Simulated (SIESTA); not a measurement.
A run of SIESTA 5.4.2 is set up as follows.

Contents of PbS.fdf:

```
SystemName                      PbS
SystemLabel                     PbS
NumberOfSpecies                 2
NumberOfAtoms                   4
%block ChemicalSpeciesLabel
  1  82 Pb
  2  16 S
%endblock ChemicalSpeciesLabel

LatticeConstant                 1.0 Ang
%block LatticeVectors
     2.0799526950    -5.9912968650     0.0000000000
     2.0799526950     5.9912968650     0.0000000000
     0.0000000000     0.0000000000     4.2793209400
%endblock LatticeVectors
AtomicCoordinatesFormat         Fractional
%block AtomicCoordinatesAndAtomicSpecies
     0.1305633500     0.8694366500     0.2500000000  1  Pb
     0.8694366500     0.1305633500     0.7500000000  1  Pb
     0.3547970900     0.6452029100     0.2500000000  2  S
     0.6452029100     0.3547970900     0.7500000000  2  S
%endblock AtomicCoordinatesAndAtomicSpecies

%block kgrid.MonkhorstPack
    7   0   0  0.0
    0   7   0  0.0
    0   0   6  0.0
%endblock kgrid.MonkhorstPack
XC.Functional                   VDW
XC.Authors                      BH
PAO.BasisSize                   DZP
PAO.EnergyShift                 0.003 Ry
Mesh.Cutoff                     500 Ry
OccupationFunction              FD
ElectronicTemperature           0.05 eV
MaxSCFIterations                120
SCF.MustConverge                false
SCF.Mixer.Method                Pulay
SCF.Mixer.Weight                0.25
SCF.Mixer.History               8
SCF.DM.Tolerance                5.0e-05
SCF.H.Tolerance                 1.0e-03 eV
WriteForces                     true
Charge.Mulliken                 end
BandLinesScale                  ReciprocalLatticeVectors
%block BandLines
    1    0.000000   0.000000   0.000000  \Gamma
    9    0.280130   0.280130   0.000000  X
    3    0.000000   0.500000   0.000000  S
    8    0.000000   0.500000   0.500000  R
    3    0.280130   0.280130   0.500000  A
    9    0.000000   0.000000   0.500000  Z
    8    0.000000   0.000000   0.000000  \Gamma
    6   -0.500000   0.500000   0.000000  Y
    7   -0.280130   0.719870   0.000000  X1
    8   -0.280130   0.719870   0.500000  A1
    7   -0.500000   0.500000   0.500000  T
    8   -0.500000   0.500000   0.000000  Y
    1    0.000000   0.000000   0.500000  Z
    6   -0.500000   0.500000   0.500000  T
%endblock BandLines
%block PAO.Basis
  Pb 4
  n=6 0 2
    6.130 0.000
  n=6 1 2
    8.968 0.000
  n=5 2 2
    4.164 0.000
  n=6 2 1
    8.968
%endblock PAO.Basis
```

Potentials or basis: PseudoDojo 0.4 standard (PBE files), DZP (energy shift 0.003 Ry; two zetas on semicore shells).

The run is started by

```sh
$ siesta PbS.fdf > PbS.out 2>&1
```

Question: What does it give for the pressure?

Answer: -0.2 GPa.

Question: What does it give for the band gap along the path?

Answer: 1.01 eV, indirect (least direct gap 1.13 eV).

Question: Predict the band gap on the k mesh.

Answer: 1.15 eV, indirect (least direct gap 1.41 eV).

Levels at the corners of the path, in eV from the valence-band top:
```
point  band 18  band 19  band 20  band 21  band 22  band 23
    Γ    -1.69    -1.49    -0.51     4.61     4.63     4.80
    X    -1.28    -0.75    -0.31     1.56     1.74     1.95
    S    -1.23    -0.45    -0.44     1.71     1.78     2.09
    R    -3.18    -1.48    -1.48     3.32     3.32     5.24
    A    -2.84    -1.51    -1.51     3.16     3.16     5.67
    Z    -1.17    -0.19    -0.19     1.75     1.75     2.66
    Γ    -1.69    -1.49    -0.51     4.61     4.63     4.80
    Y    -1.90    -1.33    -0.48     1.01     4.40     4.77
   X1    -1.28    -0.75    -0.31     1.56     1.74     1.95
   A1    -2.84    -1.51    -1.51     3.16     3.16     5.67
    T    -1.27    -0.55    -0.55     1.61     1.61     3.08
    Y    -1.90    -1.33    -0.48     1.01     4.40     4.77
    Z    -1.17    -0.19    -0.19     1.75     1.75     2.66
    T    -1.27    -0.55    -0.55     1.61     1.61     3.08
```

Caveat: the potentials were made for another functional, which shifts forces and pressure; spin-orbit coupling is left out, which as a rule narrows the gap of such compounds by several tenths of an eV; the mesh misses the band edges, which the band path finds closer together; the basis of atomic orbitals isn't converged, which shifts pressures, moduli and gaps.
